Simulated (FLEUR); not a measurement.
Input of a FLEUR MaX-R8.1 (later development tree) run:

inp.xml

```xml
<?xml version="1.0" encoding="UTF-8" standalone="no"?>
<fleurInput fleurInputVersion="0.39">
   <comment>
      BeTe                                                                                                
   </comment>
   <calculationSetup>
      <cutoffs Kmax="4.1" Gmax="12.7" GmaxXC="12.7" numbands="0"/>
      <scfLoop itmax="60" minDistance="0.00001" maxIterBroyd="15" imix="Anderson" alpha="0.05" precondParam="0.0" spinf="2.0" sdNocoIR="T"/>
      <coreElectrons ctail="T" frcor="F" kcrel="0" coretail_lmax="0"/>
      <xcFunctional name="PBEs" relativisticCorrections="F"/>
      <magnetism jspins="1"/>
      <soc l_soc="F" theta="0.0" phi="0.0" spav="F"/>
      <expertModes spex="0" secvar="F"/>
      <geometryOptimization l_f="F" forcealpha="1.0" forcemix="BFGS" epsdisp="0.00001" epsforce="0.00001"/>
      <ldaU l_linMix="F" mixParam="0.05" spinf="1.0"/>
   </calculationSetup>
   <cell>
      <bzIntegration valenceElectrons="26.0" mode="hist" fermiSmearingEnergy="0.00183747">
         <kPointListSelection listName="default-1"/>
         <!-- k-points included here -->
         <xi:include xmlns:xi="http://www.w3.org/2001/XInclude" href="kpts.xml"> </xi:include>
      </bzIntegration>
      <!-- symmetry operations included here -->
      <xi:include xmlns:xi="http://www.w3.org/2001/XInclude" href="sym.xml"> </xi:include>
      <bulkLattice scale="1.0">
         <bravaisMatrix>
            <row-1>    0.0000000000000000     5.2345413651419994     5.2345413651419994</row-1>
            <row-2>    5.2345413651419994     0.0000000000000000     5.2345413651419994</row-2>
            <row-3>    5.2345413651419994     5.2345413651419994     0.0000000000000000</row-3>
         </bravaisMatrix>
      </bulkLattice>
   </cell>
   <atomSpecies>
      <species name="Tellurium (Te)" element="Te" atomicNumber="52">
         <mtSphere radius="2.44" gridPoints="807" logIncrement="0.016"/>
         <atomicCutoffs lmax="10" lnonsphr="10"/>
         <electronConfig flipSpins="F">
            <coreConfig>(1s1/2) (2s1/2) (2p1/2) (2p3/2) (3s1/2) (3p1/2) (3p3/2) (4s1/2) (3d3/2) (3d5/2)</coreConfig>
            <valenceConfig>(4p1/2) (4p3/2) (5s1/2) (4d3/2) (4d5/2) (5p1/2) (5p3/2)</valenceConfig>
            <stateOccupation state="(5p1/2)" spinUp="0.666667" spinDown="0.666667"/>
            <stateOccupation state="(5p3/2)" spinUp="1.333333" spinDown="1.333333"/>
         </electronConfig>
         <energyParameters s="5" p="5" d="5" f="4"/>
         <lo type="SCLO" l="1" n="4" eDeriv="0"/>
         <lo type="SCLO" l="1" n="4" eDeriv="1"/>
         <lo type="SCLO" l="2" n="4" eDeriv="0"/>
         <lo type="SCLO" l="2" n="4" eDeriv="1"/>
         <lo type="SCLO" l="0" n="5" eDeriv="2"/>
         <lo type="SCLO" l="3" n="4" eDeriv="2"/>
      </species>
      <species name="Beryllium (Be)" element="Be" atomicNumber="4">
         <mtSphere radius="1.76" gridPoints="583" logIncrement="0.017"/>
         <atomicCutoffs lmax="8" lnonsphr="8"/>
         <electronConfig flipSpins="F">
            <coreConfig></coreConfig>
            <valenceConfig>(1s1/2) (2s1/2)</valenceConfig>
         </electronConfig>
         <energyParameters s="2" p="2" d="3" f="4"/>
         <lo type="SCLO" l="0" n="1" eDeriv="0"/>
         <lo type="SCLO" l="1" n="2" eDeriv="2"/>
         <lo type="SCLO" l="2" n="3" eDeriv="2"/>
      </species>
   </atomSpecies>
   <atomGroups>
      <atomGroup species="Tellurium (Te)">
         <relPos label="                   1">-1.000/4.000 -1.000/4.000 -1.000/4.000</relPos>
         <force calculate="T" relaxXYZ="TTT"/>
      </atomGroup>
      <atomGroup species="Beryllium (Be)">
         <relPos label="                   2">.0000000000 .0000000000 .0000000000</relPos>
         <force calculate="T" relaxXYZ="TTT"/>
      </atomGroup>
   </atomGroups>
   <output dos="F" band="F" slice="F">
      <checks vchk="F" cdinf="F"/>
      <bandDOS minEnergy="-.5*Htr" maxEnergy="0.5*Htr" sigma="0.015" storeEVData="T"/>
      <vacuumDOS vacdos="F" integ="F" star="F" nstars="0" locx1="0.0" locy1="0.0" locx2="0.0" locy2="0.0" nstm="0" tworkf="0.0"/>
      <unfoldingBand unfoldBand="F" supercellX="1" supercellY="1" supercellZ="1"/>
      <plotting iplot="0" polar="F">
         <plot TwoD="T" vec1="  1.0  0.0  0.0" vec2="  0.0  1.0  0.0" vec3="  0.0  0.0  1.0" zero="  0.0  0.0  0.0" file="plot"/>
      </plotting>
      <chargeDensitySlicing numkpt="0" minEigenval="0.0" maxEigenval="0.0" nnne="0" pallst="F"/>
      <specialOutput eonly="F"/>
      <moessbauerParams electricFieldGradient="T" isomerShift="T" coreHyperfine="T" valenceHyperfine="T"/>
      <magneticCircularDichroism mcd="F" energyLo="-10.0" energyUp="0.0"/>
   </output>
  <!-- We include the file relax.xml here to enable relaxations (see documentation) -->
  <xi:include xmlns:xi="http://www.w3.org/2001/XInclude" href="relax.xml"> <xi:fallback/> </xi:include>
</fleurInput>
```

Contents of crystal.txt:

```
BeTe
&input cartesian=F /
0.0000000000  2.7700000000  2.7700000000
2.7700000000  0.0000000000  2.7700000000
2.7700000000  2.7700000000  0.0000000000
1.8897261246
1.0 1.0 1.0

2
52 0.7500000000  0.7500000000  0.7500000000
4 0.0000000000  0.0000000000  0.0000000000

&kpt div1=8 div2=8 div3=8 gamma=T /
```

The input inp.xml (bands):

```
<?xml version="1.0" encoding="UTF-8" standalone="no"?>
<fleurInput fleurInputVersion="0.39">
   <comment>
      BeTe                                                                                                
   </comment>
   <calculationSetup>
      <cutoffs Kmax="4.1" Gmax="12.7" GmaxXC="12.7" numbands="0"/>
      <scfLoop itmax="60" minDistance="0.00001" maxIterBroyd="15" imix="Anderson" alpha="0.05" precondParam="0.0" spinf="2.0" sdNocoIR="T"/>
      <coreElectrons ctail="T" frcor="F" kcrel="0" coretail_lmax="0"/>
      <xcFunctional name="PBEs" relativisticCorrections="F"/>
      <magnetism jspins="1"/>
      <soc l_soc="F" theta="0.0" phi="0.0" spav="F"/>
      <expertModes spex="0" secvar="F"/>
      <geometryOptimization l_f="F" forcealpha="1.0" forcemix="BFGS" epsdisp="0.00001" epsforce="0.00001"/>
      <ldaU l_linMix="F" mixParam="0.05" spinf="1.0"/>
   </calculationSetup>
   <cell>
      <bzIntegration valenceElectrons="26.0" mode="hist" fermiSmearingEnergy="0.00183747">
         <kPointListSelection listName="path-1"/>
         <!-- k-points included here -->
         <xi:include xmlns:xi="http://www.w3.org/2001/XInclude" href="kpts.xml"> </xi:include>
      </bzIntegration>
      <!-- symmetry operations included here -->
      <xi:include xmlns:xi="http://www.w3.org/2001/XInclude" href="sym.xml"> </xi:include>
      <bulkLattice scale="1.0">
         <bravaisMatrix>
            <row-1>    0.0000000000000000     5.2345413651419994     5.2345413651419994</row-1>
            <row-2>    5.2345413651419994     0.0000000000000000     5.2345413651419994</row-2>
            <row-3>    5.2345413651419994     5.2345413651419994     0.0000000000000000</row-3>
         </bravaisMatrix>
      </bulkLattice>
   </cell>
   <atomSpecies>
      <species name="Tellurium (Te)" element="Te" atomicNumber="52">
         <mtSphere radius="2.44" gridPoints="807" logIncrement="0.016"/>
         <atomicCutoffs lmax="10" lnonsphr="10"/>
         <electronConfig flipSpins="F">
            <coreConfig>(1s1/2) (2s1/2) (2p1/2) (2p3/2) (3s1/2) (3p1/2) (3p3/2) (4s1/2) (3d3/2) (3d5/2)</coreConfig>
            <valenceConfig>(4p1/2) (4p3/2) (5s1/2) (4d3/2) (4d5/2) (5p1/2) (5p3/2)</valenceConfig>
            <stateOccupation state="(5p1/2)" spinUp="0.666667" spinDown="0.666667"/>
            <stateOccupation state="(5p3/2)" spinUp="1.333333" spinDown="1.333333"/>
         </electronConfig>
         <energyParameters s="5" p="5" d="5" f="4"/>
         <lo type="SCLO" l="1" n="4" eDeriv="0"/>
         <lo type="SCLO" l="1" n="4" eDeriv="1"/>
         <lo type="SCLO" l="2" n="4" eDeriv="0"/>
         <lo type="SCLO" l="2" n="4" eDeriv="1"/>
         <lo type="SCLO" l="0" n="5" eDeriv="2"/>
         <lo type="SCLO" l="3" n="4" eDeriv="2"/>
      </species>
      <species name="Beryllium (Be)" element="Be" atomicNumber="4">
         <mtSphere radius="1.76" gridPoints="583" logIncrement="0.017"/>
         <atomicCutoffs lmax="8" lnonsphr="8"/>
         <electronConfig flipSpins="F">
            <coreConfig></coreConfig>
            <valenceConfig>(1s1/2) (2s1/2)</valenceConfig>
         </electronConfig>
         <energyParameters s="2" p="2" d="3" f="4"/>
         <lo type="SCLO" l="0" n="1" eDeriv="0"/>
         <lo type="SCLO" l="1" n="2" eDeriv="2"/>
         <lo type="SCLO" l="2" n="3" eDeriv="2"/>
      </species>
   </atomSpecies>
   <atomGroups>
      <atomGroup species="Tellurium (Te)">
         <relPos label="                   1">-1.000/4.000 -1.000/4.000 -1.000/4.000</relPos>
         <force calculate="T" relaxXYZ="TTT"/>
      </atomGroup>
      <atomGroup species="Beryllium (Be)">
         <relPos label="                   2">.0000000000 .0000000000 .0000000000</relPos>
         <force calculate="T" relaxXYZ="TTT"/>
      </atomGroup>
   </atomGroups>
   <output dos="F" band="T" slice="F">
      <checks vchk="F" cdinf="F"/>
      <bandDOS minEnergy="-.5*Htr" maxEnergy="0.5*Htr" sigma="0.015" storeEVData="T"/>
      <vacuumDOS vacdos="F" integ="F" star="F" nstars="0" locx1="0.0" locy1="0.0" locx2="0.0" locy2="0.0" nstm="0" tworkf="0.0"/>
      <unfoldingBand unfoldBand="F" supercellX="1" supercellY="1" supercellZ="1"/>
      <plotting iplot="0" polar="F">
         <plot TwoD="T" vec1="  1.0  0.0  0.0" vec2="  0.0  1.0  0.0" vec3="  0.0  0.0  1.0" zero="  0.0  0.0  0.0" file="plot"/>
      </plotting>
      <chargeDensitySlicing numkpt="0" minEigenval="0.0" maxEigenval="0.0" nnne="0" pallst="F"/>
      <specialOutput eonly="F"/>
      <moessbauerParams electricFieldGradient="T" isomerShift="T" coreHyperfine="T" valenceHyperfine="T"/>
      <magneticCircularDichroism mcd="F" energyLo="-10.0" energyUp="0.0"/>
   </output>
  <!-- We include the file relax.xml here to enable relaxations (see documentation) -->
  <xi:include xmlns:xi="http://www.w3.org/2001/XInclude" href="relax.xml"> <xi:fallback/> </xi:include>
</fleurInput>
```

Potentials or basis: all-electron, FLAPW.

Command:

```console
$ inpgen -f crystal.txt -profile fastHighL
$ # inp.xml edited to the form shown
$ fleur_MPI
$ fleur_MPI   # second run, on inp.xml (bands)
```

(1) Estimate the band gap along the path.

(2) Estimate the band gap on the k mesh.

## Answers

(1) 1.75 eV, indirect (least direct gap 3.58 eV).

(2) 1.75 eV, indirect (least direct gap 3.58 eV).

Caveat: spin-orbit coupling is left out, which moves the levels of the heavy elements.
